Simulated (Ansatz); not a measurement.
## A strain series on SrO (rocksalt): uniaxial along x, other directions held

SrO built on the rocksalt prototype, relaxed with r2SCAN in the PAW code Ansatz, then strained (uniaxial along x, other directions held; changes of length per length, axes as in the cell below) with the atoms relaxed again within the symmetry that is left. The symmetry is Fm-3m (No. 225, cubic); a = 5.160 Å in the conventional setting, 17.17 Å³ an atom. Sr is surrounded by 6 O at 2.58 Å; O is surrounded by 6 Sr at 2.58 Å. The values are computed, spin-unpolarised, and not measurements.

```
CELL_PARAMETERS angstrom
0.00000 2.57989 2.57989
2.57989 0.00000 2.57989
2.57989 2.57989 0.00000
ATOMIC_POSITIONS crystal
Sr 0.00000 0.00000 0.00000
O 0.50000 0.50000 0.50000
```

Gaps are the least over each mesh (PBE 8×8×8, r2SCAN 8×8×8, HSE06 6×6×6 when unstrained) and the special points, which keep their unstrained names; stress is the change from the unstrained cell, compression positive.

```tsv
strain (%)	gap, PBE (eV)	gap, r2SCAN (eV)	gap, HSE06 (eV)	edges, HSE06	stress along the strain, r2SCAN (GPa)	energy rise, r2SCAN (meV/atom)
0.0	3.318	3.799	4.794	Γ → X	0.00	0.0
+0.88	3.302	3.782	4.777	Γ → X	-1.52	0.7
+2.0	3.285	3.763	4.758	Γ → X	-3.23	3.6
+4.12	3.258	3.732	4.728	Γ → X	-5.82	14.0
```

The meshes of the hybrids are coarse, so their gaps aren't converged to the digits shown.
